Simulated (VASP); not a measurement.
# CdTe in VASP 6.6.1, single-point calculation

INCAR

```
PREC = Accurate
EDIFF = 1E-7
IBRION = -1
LREAL = .FALSE.
NBANDS = 16
LWAVE = .FALSE.
NELM = 68
LASPH = .TRUE.
ISMEAR = -1
ISIF = 2
NSW = 0
GGA = PE
ENCUT = 35
SIGMA = 0.02
LCHARG = .FALSE.
```

KPOINTS

```
KPOINTS created by Atomic Simulation Environment
0
Gamma
6 6 6
0 0 0
```

POSCAR

```
Cd Te
 1.0000000000000000
    -0.0000000000000000    3.2799551161722134    3.2799551161722134
     3.2799551161722134    0.0000000000000000    3.2799551161722134
     3.2799551161722134    3.2799551161722134    0.0000000000000000
 Cd  Te
   1   1
Cartesian
  0.0000000000000000  0.0000000000000000 -0.0000000000000000
  1.6399775580861065  1.6399775580861065  1.6399775580861065
```

The recommended PBE PAW datasets give the neutral cell 18 valence electrons.

Command

```
mpirun -np 1 vasp_std
```

How does this run end, and what does it give?

VASP stopped with an error.

OSZICAR

```
N       E                     dE             d eps       ncg     rms          rms(c)
DAV:   1    -0.625522872454E+02   -0.62552E+02   -0.88507E+02   584   0.103E+02
DAV:   2    -0.685431867674E+02   -0.59909E+01   -0.58206E+01   552   0.279E+01
DAV:   3    -0.685825076254E+02   -0.39321E-01   -0.38927E-01   520   0.161E+00
```

Standard output (part)

```
POSCAR found type information on POSCAR CdTe
 POSCAR found :  2 types and       2 ions
 LDA part: xc-table for (Slater+PW92), standard interpolation
 POSCAR, INCAR and KPOINTS ok, starting setup
 WAVECAR not read
 entering main loop
|     EEEEEEE  RRRRRR   RRRRRR   OOOOOOO  RRRRRR      ###     ###     ###     |
|     E        R     R  R     R  O     O  R     R     ###     ###     ###     |
|     E        R     R  R     R  O     O  R     R     ###     ###     ###     |
|     EEEEE    RRRRRR   RRRRRR   O     O  RRRRRR       #       #       #      |
|     E        R    R   R    R   O     O  R    R      ###     ###     ###     |
|     EEEEEEE  R     R  R     R  OOOOOOO  R     R     ###     ###     ###     |
|     EDDAV: Call to ZHEGV failed. Returncode = 1 2 16                        |
|       ---->  I REFUSE TO CONTINUE WITH THIS SICK JOB ... BYE!!! <----       |
```

The fault: cutoff far too low.
